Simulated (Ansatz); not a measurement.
Input and command of a calculation in Ansatz (plane waves; scalar-relativistic PAW potentials unless the input names others):

```yaml
crystal:
  lattice:
    - [-4.0579393676, 4.0579393676, 4.0579393676]
    - [4.0579393676, -4.0579393676, 4.0579393676]
    - [4.0579393676, 4.0579393676, -4.0579393676]
  atoms:
    - { symbol: Na, position: [0.0, 0.0, 0.0] }
    - { symbol: Na, position: [0.5, 0.5, 0.0] }
    - { symbol: Na, position: [0.5, 0.0, 0.5] }
    - { symbol: Na, position: [0.0, 0.5, 0.5] }
    - { symbol: I, position: [0.5, 0.5, 0.5] }
    - { symbol: I, position: [0.0, 0.0, 0.5] }
    - { symbol: I, position: [0.0, 0.5, 0.0] }
    - { symbol: I, position: [0.5, 0.0, 0.0] }
basis:
  ecutwfc: 420
kpoints:
  mp_grid: { grid: [6, 6, 6] }
hamiltonian:
  xc: pbe
scf:
  occupations: { method: methfessel_paxton, width: 1.0 }
  max_iter: 80
output:
  forces: true
  eigenvalues: true
  stress: true
```

```bash
ansatz run input.yaml --threads 1 --pin off --max-ram 2560MiB --backend cpu --events-out ev --progress --plain --runs-dir out
```

Abridged log:
```
band count auto-derived: 74 (N_el = 104.0; filled up to band 52; 63 by the electrons, moments and atoms)
Pseudopotentials: kind: paw
Pseudopotential: Na, paw, valence charge 9, recommended cutoff 420 eV (normal)
Pseudopotential: I, paw, valence charge 17, recommended cutoff 420 eV (normal)
Functional definition: PBE
Crystal: 8 atoms, lattice volume = 267.286 Å³
Basis set: ecut = 420 eV, 5233 PW (Γ), exchange–correlation on 96×96×96 points (8 copies of the dense FFT grid, shifted against one another)
Bands: 74, of which v1, the nominal top of the filled ones, is band 52 counted from 1 (51 counted from 0)
Symmetry: 192 space group operations
Space group: Pm-3m (ITA 221), of the structure as read, at distance tolerance 6.4e-5 Å
k-points: 16 of 216
Initial density: superposition of atomic densities (neutral atoms: chi_scale 0, normalization atom), corrected by the library's trained network
Initial wavefunctions: pseudopotential atomic-orbital guess
Functional: x = pbe(κ = 0.804, μ = 0.21951497), c = pbe(β = 0.06672455)
SCF iter   1: F=—  HF=-36006.262334 eV  |F-HF|=—  |Δ(HF+E_count)|=         —  Δρ=3.49e-4  dr2=1.96e-4  ethr=1.77e-3  ⟨swp⟩=13.9  Hψ=6743  notcnv=0
SCF iter   2: F=—  HF=-36006.261964 eV  |F-HF|=—  |Δ(HF+E_count)|=   3.70e-4  S|Δr|=    0.00e0  Δρ=2.39e-4  dr2=1.44e-4  ethr=1.88e-7  ⟨swp⟩=3.0  Hψ=2662  notcnv=0
SCF iter   3: F=—  HF=-36006.262191 eV  |F-HF|=—  |Δ(HF+E_count)|=   2.27e-4  S|Δr|=    0.00e0  Δρ=8.63e-5  dr2=1.47e-5  ethr=1.38e-7  ⟨swp⟩=2.0  Hψ=1920  notcnv=0
SCF iter   4: F=—  HF=-36006.262151 eV  |F-HF|=—  |Δ(HF+E_count)|=   4.02e-5  S|Δr|=    0.00e0  Δρ=4.54e-5  dr2=4.37e-6  ethr=1.42e-8  ⟨swp⟩=2.1  Hψ=1614  notcnv=0
SCF iter   5: F=—  HF=-36006.262165 eV  |F-HF|=—  |Δ(HF+E_count)|=   1.47e-5  S|Δr|=    0.00e0  Δρ=2.33e-5  dr2=2.94e-6  ethr=4.21e-9  ⟨swp⟩=2.2  Hψ=1712  notcnv=0
SCF iter   6: F=—  HF=-36006.262165 eV  |F-HF|=—  |Δ(HF+E_count)|=   2.40e-7  S|Δr|=    0.00e0  Δρ=1.37e-5  dr2=1.02e-6  ethr=2.83e-9  ⟨swp⟩=2.0  Hψ=1359  notcnv=0
SCF iter   7: F=-36006.262165 eV  HF=-36006.262165 eV  |F-HF|=2.33e-8  |Δ(HF+E_count)|=   4.08e-7  S|Δr|=    0.00e0  Δρ=2.55e-6  dr2=2.35e-8  ethr=9.62e-11  ⟨swp⟩=10.9  Hψ=6745  notcnv=0
SCF 1 converged in 7 iterations: F = -36006.262165 eV  dr2 = 2.35e-8
SCF converged after 7 iterations
Stability not checked: this state was not tested for a lower state beside it, because cold or Methfessel-Paxton smearing, or corrected tetrahedra, fill the levels in a way that the test cannot read (fill_not_monotonic; see scf.lower_state_search)
Free energy (F): -36006.262165 eV
Harris-Foulkes:  -36006.262165 eV  (|F-HF|=2.33e-8)
Internal energy: -36006.449313 eV  (E = F + TS)
E sigma→0 (E₀):  -36006.308952 eV
Entropy (-TS):   0.187148 eV (23.394 meV/atom)
Fermi energy:    5.752748 eV
Step filling:    the computed levels leave a gap of 2.2738 eV = 2.3 smearing widths at the electron count; against every level under it full and every level over it empty, smearing changes F+E_penalty+E_count by +27.504 meV and its σ→0 estimate by -19.283 meV
--- Forces (eV/Å), atoms counted from 1 ---
  atom   1  Na     0.00000000     0.00000000     0.00000000
  atom   2  Na     0.00000000     0.00000000     0.00000000
  atom   3  Na     0.00000000     0.00000000     0.00000000
  atom   4  Na     0.00000000     0.00000000     0.00000000
  atom   5  I      0.00000000     0.00000000     0.00000000
  atom   6  I      0.00000000     0.00000000     0.00000000
  atom   7  I      0.00000000     0.00000000     0.00000000
  atom   8  I      0.00000000     0.00000000     0.00000000
--- Stress (GPa, compression-positive) ---
        0.041200       0.000000       0.000000
        0.000000       0.041200       0.000000
        0.000000       0.000000       0.041200
  P = ⅓ Tr σ = 0.0412 GPa (0.412 kbar)
```

Task: What should be changed?

Result: The fault is a smearing of electronvolts (scf.occupations: {"method": "gaussian", "width": 0.02} → {"method": "methfessel_paxton", "width": 1.0}, the first being the value of the sound run). Setting it back cures it. The run converged all the same, with an energy at zero smearing 2.43 meV/atom below the reference's, pressure 0.04 GPa, largest force 0.000 eV/Å, gap on the mesh 2.27 eV, so convergence alone doesn't show that an input is right. A reference run on usual settings, whose relaxation ended at this geometry, converged, and the end of its own relaxation has pressure 0.05 GPa, largest force 0.000 eV/Å, gap on the mesh 2.28 eV.

Time: 8.5 s on 1 thread of Intel(R) Xeon(R) 6975P-C (Granite Rapids), with other jobs on the host, peak memory 0.65 GiB.